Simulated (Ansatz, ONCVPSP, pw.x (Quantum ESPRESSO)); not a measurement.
What a changed setting does to a pw.x run (sc N)

Potential: optimised norm-conserving Vanderbilt (ONCV), ONCVPSP 4.0.1.1 (patched build), PBE; core [He], reference 2s2 2p3; waves: 2s: rc 1.05 bohr, ncon 4, nbas 8, qcut 7.8 1/bohr, local; 2p: rc 2.05 bohr, ncon 4, nbas 7, qcut 6.8 1/bohr, 2 projectors, debl 2.4 Ha; local part: the s channel; core correction: Teter function, fcfact 6, rcfact 1.28.

The reference run (k-mesh 17³, cutoffs 115/460 Ry, Fermi–Dirac 0.01 Ry, mixing_beta 0.4, conv_thr 1e-9, no spin) gives -4.20 GPa at 6.670 Å³/atom, where all-electron LAPW gives -4.61 GPa. This run, with its own iteration cap, changes k-mesh points per axis to 20.

```
&control
  calculation='scf', prefix='x', pseudo_dir='./', outdir='./tmp', tstress=.true., disk_io='none'
/
&system
  ibrav=0, nat=1, ntyp=1, ecutwfc=115, ecutrho=460, nbnd=9,
  occupations='smearing', smearing='fd', degauss=0.01
/
&electrons
  conv_thr=1e-09, mixing_beta=0.4, electron_maxstep=50
/
ATOMIC_SPECIES
N 1.0 N.UPF
CELL_PARAMETERS angstrom
  1.88238568 0.00000000 0.00000000
  0.00000000 1.88238568 0.00000000
  0.00000000 0.00000000 1.88238568
ATOMIC_POSITIONS crystal
N 0.0000 0.0000 0.0000
K_POINTS automatic
20 20 20 0 0 0
```

```bash
pw.x < N.scf.in > N.scf.out
```

Q: How does the run end?

A: It converges in 7 iterations; the free energy moves by -5.4 meV/atom and the pressure by -0.98 GPa.

```
Message from routine setup:
     using ibrav=0 with symmetry is DISCOURAGED, use correct ibrav instead
     lattice parameter (alat)  =       3.5572  a.u.
     unit-cell volume          =      45.0114 (a.u.)^3
     number of electrons       =         5.00
     number of Kohn-Sham states=            9
     kinetic-energy cutoff     =     115.0000  Ry
     charge density cutoff     =     460.0000  Ry
     scf convergence threshold =      1.0E-09
     Exchange-correlation= PBE
     number of k points=   286  Fermi-Dirac smearing, width (Ry)=  0.0100
     iteration #  1     ecut=   115.00 Ry     beta= 0.40
     total energy              =     -20.14019189 Ry
     estimated scf accuracy    <       0.00245720 Ry
     iteration #  2     ecut=   115.00 Ry     beta= 0.40
     total energy              =     -20.14058754 Ry
     estimated scf accuracy    <       0.00089363 Ry
     iteration #  3     ecut=   115.00 Ry     beta= 0.40
     total energy              =     -20.14062132 Ry
     estimated scf accuracy    <       0.00000519 Ry
     iteration #  4     ecut=   115.00 Ry     beta= 0.40
     total energy              =     -20.14062201 Ry
     estimated scf accuracy    <       0.00000016 Ry
     iteration #  5     ecut=   115.00 Ry     beta= 0.40
     total energy              =     -20.14062203 Ry
     estimated scf accuracy    <       0.00000001 Ry
     iteration #  6     ecut=   115.00 Ry     beta= 0.40
     total energy              =     -20.14062203 Ry
     estimated scf accuracy    <          2.4E-09 Ry
     iteration #  7     ecut=   115.00 Ry     beta= 0.40
     the Fermi energy is    10.6449 ev
!    total energy              =     -20.14062203 Ry
     estimated scf accuracy    <          2.7E-11 Ry
     smearing contrib. (-TS)   =      -0.00141365 Ry
     The total energy is F=E-TS. E is the sum of the following terms:
     one-electron contribution =       3.69588413 Ry
     hartree contribution      =       1.67126150 Ry
     xc contribution           =      -5.56579158 Ry
     ewald contribution        =     -19.94056243 Ry
     convergence has been achieved in   7 iterations
          total   stress  (Ry/bohr**3)                   (kbar)     P=      -51.85
     Message from routine punch:
     Nothing written, as per user request (disk_io='none')
```

The run took about 28 s on one core of a shared host (Neoverse-N1, 64 threads, 124 GiB, load 57).
